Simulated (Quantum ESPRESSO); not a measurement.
Crystal: Al2O3.

```xyz
10
Lattice="2.3803 1.3742 4.3319 -2.3803 1.3742 4.3319 0.0000 -2.7485 4.3319" Properties=species:S:1:pos:R:3 pbc="T T T"
Al    0.0000    0.0000    4.5765
Al    0.0000    0.0000    1.9213
Al    0.0000    0.0000    8.4191
Al    0.0000    0.0000   11.0743
O    -0.9203    1.3742    7.5808
O    -0.7300   -1.4841    7.5808
O     1.6503    0.1099    7.5808
O     0.9203   -1.3742    5.4148
O     0.7300    1.4841    5.4148
O    -1.6503   -0.1099    5.4148
```

| Property | Result |
| --- | --- |
| Program | Quantum ESPRESSO 7.5 |
| Task | phonons |
| Functional | vdW-DF-cx |
| Potentials or basis | PseudoDojo 0.4.1 SR PBE standard |
| Cutoff | 1143 eV |
| Density cutoff | 4572 eV |
| k mesh | 4 × 4 × 4 |
| Occupations | fermi-dirac, width 0.02 eV |
| Spin | no spin polarisation |
| Mixing beta | 0.5 |
| Most SCF iterations | 120 |
| SCF threshold | 2e-09 Ry |

The cell and the atoms were relaxed first, to 8.62 Å³/atom (a = 5.149 Å, b = 5.149 Å, c = 5.149 Å, α = 55.38°, β = 55.38°, γ = 55.38°), and the response was taken there.

The first run showed a gap, so the response started from a second, tighter run with fixed occupations.

Which optical modes does the crystal have at the zone centre, and which show in infrared and Raman spectra?

The optical modes are 3A2g + 5Eg + 4Eu + 2A2u + 2A1g + 2A1u. Infrared active: 4Eu + 2A2u. Raman active: 5Eg + 2A1g.

Optical modes at Γ, degenerate ones joined, polar ones without the macroscopic field:
```
cm⁻¹  components  symmetry  active in  IR intensity, summed ((D/Å)²/amu)
 300           1       A2g     silent                               0.00
 366           2        Eg      Raman                               0.00
 378           2        Eu         IR                               3.45
 383           1       A2u         IR                              38.18
 408           1       A1g      Raman                               0.00
 424           2        Eg      Raman                               0.00
 429           2        Eu         IR                              37.83
 436           2        Eg      Raman                               0.00
 520           1       A2g     silent                               0.00
 564           2        Eu         IR                              77.81
 565           2        Eg      Raman                               0.00
 574           1       A2u         IR                              24.82
 586           1       A1u     silent                               0.00
 622           2        Eu         IR                               8.08
 630           1       A1g      Raman                               0.00
 676           1       A1u     silent                               0.00
 734           1       A2g     silent                               0.00
 739           2        Eg      Raman                               0.00
```

Zone-centre frequencies without and with the macroscopic field along z (cm⁻¹):
```
                                                                                              optical modes in rising order
       without  300 366 366 378 378 383 408 424 424 429 429 436 436 520 564 564 565 565 574 586 622 622 630 676 734 739 739
with the field  300 366 366 378 378 408 424 424 429 429 436 436 491 520 564 564 565 565 586 622 622 630 676 734 739 739 852
```

Caveat: the potentials were made for another functional, which shifts forces and pressure; on a mesh that holds Γ this program's dielectric tensor can be off by some percent beyond the error of the mesh.
